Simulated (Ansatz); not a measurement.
HfO2: pressure and energy above lowest point against volume scale

Free energy against uniform scaling of the volume at fixed shape and fractions; periodic cell, basis, potentials, k mesh and filling as listed. The results are calculated, by Ansatz 0.2.0.

The cell before it is scaled or strained (space group P4_2/mnm, No. 136):
```
CELL_PARAMETERS angstrom
4.81350 0.00000 0.00000
0.00000 4.81350 0.00000
0.00000 0.00000 3.20540
ATOMIC_POSITIONS crystal
Hf 0.00000 0.00000 0.00000
Hf 0.50000 0.50000 0.50000
O 0.19496 0.80504 0.50000
O 0.30504 0.30504 0.00000
O 0.69496 0.69496 0.00000
O 0.80504 0.19496 0.50000
```

Settings of every row: functional PBEsol; dispersion none; potentials PAW; wave cutoff 500 eV; density cutoff 2000 eV; k mesh 4x4x6; k shift 0x0x0; occupations fixed; smearing width 0 eV; spin none.

Limits: no spin-orbit coupling, which can matter with elements this heavy; the cell comes from a prototype or a list of computed structures and needn't be the stable phase.

```
row  volume scale  V (Å³/atom)  pressure (GPa)  energy above lowest point (meV/atom)
  1          0.94       11.635           18.54                                  45.3
  2          0.96       11.883           12.39                                  21.5
  3          0.98       12.131            6.85                                   6.7
  4             1       12.378            1.86                                     0
  5          1.02       12.626           -2.65                                   0.7
  6          1.04       12.873               ?                                     ?
  7          1.06       13.121          -10.37                                  21.2
```

Question: what pressure and energy above lowest point should row 6 give?

Worked fit of pressure. Take u = (V_r/V)^(2/3) − 1 with V_r = 12.255 Å³ an atom, which is twice the finite (Eulerian) strain; such expansions in the strain, on which the Birch-Murnaghan equation of state is built, carry the rest volume and the bulk modulus. The shown rows have u = 0.03522, 0.02076, 0.0068, -0.00664, -0.01969, -0.0445. Least squares give pressure = 4.282 + 370.66 × u + 952.3 × u² + 491 × u³ GPa; a parabola predicts inner rows, each left out in turn, worse (root mean square 0.01 against 0.0044 GPa). All shown rows lie on it to the printed digit. The pressure vanishes at u = -0.0119, or V = 12.48 Å³ an atom, and there the bulk modulus at fixed shape and fractions is B = −V dP/dV = (2/3)(1 + u) dP/du = 229 GPa. Letting shape and atoms relax would as a rule lower it, by much in layered, chain or molecular crystals. The withheld row has u = -0.03227, so the fit gives 4.282 + 370.66 × (-0.03227) + 952.3 × (-0.03227)² + 491 × (-0.03227)³ = -6.70 GPa.

The calculation gave -6.71 GPa. The fit lies 0.01 GPa (0.035 % of the column's range) above it, one unit of the last digit.

Worked fit of energy above lowest point. Take u = (V_r/V)^(2/3) − 1 with V_r = 12.255 Å³ an atom, which is twice the finite (Eulerian) strain; such expansions in the strain, on which the Birch-Murnaghan equation of state is built, carry the rest volume and the bulk modulus. The shown rows have u = 0.03522, 0.02076, 0.0068, -0.00664, -0.01969, -0.0445. Least squares give energy above lowest point = 2.4 + 493.1 × u + 20582 × u² meV/atom; a straight line predicts inner rows, each left out in turn, worse (root mean square 13 against 0.034 meV/atom). All shown rows lie on it to the printed digit. Its lowest point lies at u = -0.0120, or V = 12.48 Å³ an atom, and the curvature there gives the bulk modulus at fixed shape and fractions, B = (4/9)(1 + u)² E″(u)/V = 229 GPa. Letting shape and atoms relax would as a rule lower it, by much in layered, chain or molecular crystals. The withheld row has u = -0.03227, so the fit gives 2.4 + 493.1 × (-0.03227) + 20582 × (-0.03227)² = 7.9 meV/atom.

The calculation gave 8 meV/atom. The fit lies 0.1 meV/atom (1.2 % of the value, 0.22 % of the column's range) below it, one unit of the last digit.
